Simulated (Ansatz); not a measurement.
Two Ansatz runs on N

The geometry is COD entry 1531482, unchecked; take it as a test cell.

First run: DFT, PBE, all-electron LAPW, scalar-relativistic (Ansatz 0.2.0).

Command: `ansatz run input.yaml --threads 1 --pin off --max-ram 3072MiB --backend cpu --events-out ev --progress --plain --runs-dir out` The run took 47 s on 1 thread of Arm Neoverse V1 (shared host).

```yaml
crystal:
  lattice:
    - [4.749, 0.0, 0.0]
    - [0.0, 7.873, 0.0]
    - [0.0, 0.0, 3.541]
  atoms:
    - { symbol: "N", position: [0.0205, 0.25, 0.6348] }
    - { symbol: "N", position: [0.9795, 0.75, 0.3652] }
    - { symbol: "N", position: [0.4795, 0.75, 0.1348] }
    - { symbol: "N", position: [0.5205, 0.25, 0.8652] }
kpoints:
  mp_grid: { grid: [6, 4, 8] }
  band_path:
    path:
      - [0.0, 0.0, 0.0]
      - [0.5, 0.0, 0.0]
      - [0.5, 0.5, 0.0]
      - [0.0, 0.5, 0.0]
      - [0.0, 0.0, 0.0]
      - [0.0, 0.0, 0.5]
      - [0.5, 0.0, 0.5]
      - [0.5, 0.5, 0.5]
      - [0.0, 0.5, 0.5]
    npoints: 14
scf:
  occupations: { method: fermi_dirac, width: 0.03 }
hamiltonian:
  xc: pbe
  pseudopotentials: { kind: all_electron, lapw: { basis_error: 0.0005 } }
output:
  forces: true
  stress: true
  eigenvalues: true
  populations: true
  dos: { projected: true, de: 0.2, e_range: [-14, 8] }
```

Result: converged; pressure -10.64 GPa; largest force 0.841 eV/Å; no gap on the k mesh; 7 SCF iterations.

The input is then changed:

```diff
@@ -25,6 +25,8 @@
 scf:
   occupations: { method: fermi_dirac, width: 0.03 }
+  convergence: { dr2_threshold: 0.0001 }
+  lower_state_search: light
 hamiltonian:
-  xc: pbe
+  xc: lda
   pseudopotentials: { kind: all_electron, lapw: { basis_error: 0.0005 } }
 output:
@@ -33,4 +35,3 @@
   eigenvalues: true
   populations: true
-  dos: { projected: true, de: 0.2, e_range: [-14, 8] }
```

Task: Predict the outcome of the changed run.

Result: It converged; pressure -12.05 GPa; largest force 0.924 eV/Å; no gap on the k mesh; 6 SCF iterations. Some of these settings are too coarse for converged properties.
